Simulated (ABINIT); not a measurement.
Crystal: KBr.

```
CELL_PARAMETERS angstrom
0.00000 3.30000 3.30000
3.30000 0.00000 3.30000
3.30000 3.30000 0.00000
ATOMIC_POSITIONS crystal
Br 0.50000 0.50000 0.50000
K 0.00000 0.00000 0.00000
```

Base run:

* Program: ABINIT 10.8.3 (patched build)
* Functional: rPW86PBE
* Potentials or basis: JTH PAW PBE v2.0
* Cutoff: 435 eV
* k mesh: 7 × 7 × 7
* Occupations: fermi-dirac, width 0.05 eV
* Spin: no spin polarisation

Its results: band gap on the k mesh 4.23 eV, direct; pressure 0.8 GPa.

After a change of settings the same cell gave: band gap on the k mesh 4.44 eV, direct; pressure 0.7 GPa. Which change was it?
A. functional from rPW86PBE to revPBE
B. functional from rPW86PBE to RPBE
C. functional from rPW86PBE to WC; spin from no spin polarisation to spin-orbit coupling, no magnetisation
D. functional from rPW86PBE to PBE; potentials or basis from JTH PAW PBE v2.0 to PseudoDojo NC SR PBE v0.4.1 standard; cutoff from 435 eV to 1007 eV

D.

Caveats: the PAW data sets were made with another functional, which shifts forces and pressure a little (some runs).
